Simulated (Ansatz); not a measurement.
The system is PbF2 (Fluorocronite).

```
Pb F
1.0
     0.00000    2.96366    2.96366
     2.96366    0.00000    2.96366
     2.96366    2.96366    0.00000
Pb F
1 2
Direct
  0.00000 0.00000 0.00000
  0.75000 0.75000 0.75000
  0.25000 0.25000 0.25000
```

Base run:

- Program: Ansatz 0.2.0
- Functional: PBE0 form with a typed share of exact exchange
- Potentials or basis: Ansatz PAW
- Cutoff: 420 eV (not typed: the program's choice for these potentials)
- k mesh: 5 × 5 × 5
- Occupations: fermi-dirac, width 0.05 eV
- Spin: no spin polarisation

Its results: band gap on the k mesh 5.35 eV, indirect (least direct gap 5.60 eV); pressure 1.9 GPa.

The run is repeated on the same cell with these changes: share of exact exchange from 0.1 to 0.5. What comes out?

Band gap on the k mesh 8.62 eV, indirect (least direct gap 8.90 eV); pressure -0.8 GPa.

Caveats: odd divisions of the mesh miss points on the zone boundary, where band edges often lie, so the gap on the mesh can be too wide; spin-orbit coupling is left out, which as a rule narrows the gap of such compounds by several tenths of an eV; the PAW data sets come from PBE, with cores solved anew for the run's functional, which leaves a small shift of forces and pressure; the thresholds are loose for stress.

A k mesh can miss the band edges.
